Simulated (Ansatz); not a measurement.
Seebeck coefficient (μV/K, mean over directions) of n-type ZnTe (F-43m) against carrier density, Ansatz (a first-principles code) with PBE with spin-orbit coupling, rigid bands. Computed gap 1.06 eV; densities at which minority carriers matter at this gap, or further valleys turn the trend, are left out. Conductivity mass 0.094 mₑ (harmonic mean over directions), N_c = 6.9e17 cm⁻³ at 300 K.

```
electron density  300 K  500 K
----------------  -----  -----
1e16 cm⁻³             …   -645
1e17 cm⁻³          -377   -447
1e18 cm⁻³          -190      …
3e18 cm⁻³          -116      …
1e19 cm⁻³           -61   -100
3e19 cm⁻³           -34    -66
```

**Question.** Complete the blanks.

**Answer.** 
- 1e16 cm⁻³, 300 K: -574
- 1e18 cm⁻³, 500 K: -255
- 3e18 cm⁻³, 500 K: -172

Rigid bands with a gap fixed in temperature, one relaxation time for all states, no polarons or phonon drag, and whether or not such doping can be reached. Geometry: cell and atoms relaxed with PBEsol.
